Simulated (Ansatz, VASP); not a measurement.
# Pb in VASP and in Ansatz

```
CELL_PARAMETERS angstrom
0.00000 2.52100 2.52100
2.52100 0.00000 2.52100
2.52100 2.52100 0.00000
ATOMIC_POSITIONS crystal
Pb 0.00000 0.00000 0.00000
```

Alike in both runs: functional PBE; k mesh 14 × 14 × 14; occupations gaussian, width 0.1 eV; no spin polarisation.

Ansatz relaxed the structure, and its values are those at the end. VASP's run is a single point on that final structure, the one shown.

|  | VASP | Ansatz |
| --- | --- | --- |
| version | VASP 6.6.1 | Ansatz 0.2.0 |
| potentials or method | VASP PAW PBE potentials, release 64 (Pb_d) | scalar-relativistic, plane waves, PAW |
| plane-wave cutoff (eV) | 520 | 420 |
| valence electrons in the cell | 14 | 14 |

Ansatz gave:

```
gap on the k mesh at the Fermi level (eV) : none
pressure (GPa)                            : 0.0
```

Q: Estimate VASP's values.

A: gap on the k mesh at the Fermi level (eV): none; pressure (GPa): -0.1.

A gap of «none» marks a metal or a gap that the smearing closes.

The runs have no spin-orbit coupling, so splittings on Pb are missing.
